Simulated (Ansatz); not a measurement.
**Memo: Absorbers for cryogenic calorimeters**

A cold calorimeter or bolometer resolves small energies when its absorber holds little heat, and in an insulator that falls as (T/Θ)³. Si serves as the reference. A cube of 10 mm edge at 1 K; all rows have a gap at this level.

Levels of theory (Ansatz, a plane-wave PAW program): Debye temperature: r²SCAN, elastic tensor, Hill average; volume per atom, density: r²SCAN, relaxed cell.

Started from generated or typed cells, with no claim that the phase is known: 6H-ZnO; 6H-CdS; 4H-CdSe. Runs started from generated or typed cells of the structure named: Si. Not checked to be the ambient phase: ZnS (P6₃mc, hP16). Spin–orbit coupling is left out unless named.

Definitions used: C per volume = 1944 J/(K·mol)(T/Θ)³/(0.6022 V) = 3228 (T/Θ)³/V; thermodynamic noise = √(k_B T² C_total); relative noise = noise/noise_ref.

Si (diamond type), the reference, has Debye temperature 659 K, volume per atom 20.17 Å³/atom, density 2.31 g/cm³. That gives C = 3228 × (1/659)³/20.17 = 5.592e-7 J/K per cm³; noise: 1 × √(1.3806×10⁻²³ × 5.592e-7 × 1.00)/1.602×10⁻¹⁹ = 17340 eV; relative noise: 17340/17340 = 1.00.

KZnF3 (cubic perovskite) has Debye temperature 441 K, volume per atom 13.25 Å³/atom, density 4.05 g/cm³. That gives C = 3228 × (1/441)³/13.25 = 2.841e-6 J/K per cm³; noise: 1 × √(1.3806×10⁻²³ × 2.841e-6 × 1.00)/1.602×10⁻¹⁹ = 39090 eV; relative noise: 39090/17340 = 2.3.

ZnS (P6₃mc, hP16) has Debye temperature 363 K, volume per atom 19.57 Å³/atom, density 4.13 g/cm³. By the same steps, C 3.448e-6 J/K per cm³, noise 43070 eV, relative noise 2.5.

6H-ZnO has Debye temperature 397 K, volume per atom 11.80 Å³/atom, density 5.73 g/cm³. By the same steps, C 4.372e-6 J/K per cm³, noise 48500 eV, relative noise 2.8.

6H-CdS has Debye temperature 217 K, volume per atom 25.39 Å³/atom, density 4.72 g/cm³. By the same steps, C 1.244e-5 J/K per cm³, noise 81810 eV, relative noise 4.7.

4H-CdSe has Debye temperature 181 K, volume per atom 28.85 Å³/atom, density 5.51 g/cm³. By the same steps, C 1.887e-5 J/K per cm³, noise 100800 eV, relative noise 5.8.

In order of relative noise, lowest first: Si (1.00 ± 0.060), KZnF3 (2.3 ± 0.14) ≈ ZnS (P6₃mc, hP16) (2.5 ± 0.15), 6H-ZnO (2.8 ± 0.17), 6H-CdS (4.7 ± 0.28), 4H-CdSe (5.8 ± 0.35). The ± follows from allowances picked for this note (Debye temperature 4 %, volume per atom 1 %), carried to first order and added in quadrature, each row's own inputs moving alone; ≈ joins neighbours closer than their two ± added in quadrature. At the edge of that rule, so that a last digit could turn the call: KZnF3 and ZnS (P6₃mc, hP16). On this figure 0 of 5 candidates do clearly better than the reference.

Decision: Si comes first by relative noise. This holds for the figure and assumptions above, and the caveats below decide whether it survives in a device.

Θ comes from averaged elastic constants. Free carriers, two-level defects, nuclear spins and metal films add heat capacity that the Debye law lacks. Where several phases of a formula are at hand, those over 0.1 eV/atom above the lowest were not drawn (by r²SCAN where it compared them, else by the largest value; a layered or molecular lowest phase counts only with a dispersion term); other phases could lie lower still. Rows were sampled with a lean to familiar crystals, related or not, whatever their agreement with measurement; tables with many equal figures were not kept. Limits of the draw: gap over 1 eV but for Si, Ge and GaAs, no magnets; for moduli and speeds, an anisotropy index under 2.5, no layered crystals; no unfamiliar magnets, and cubic perovskites only if shown or known to be stable. As a rule kept out of such tables: 4f compounds, open-shell compounds run without a Hubbard term, cells found unstable in the tests at hand, cells close to a higher symmetry, and runs set to a pressure or over 12 % in volume from the crystal's fullest run.
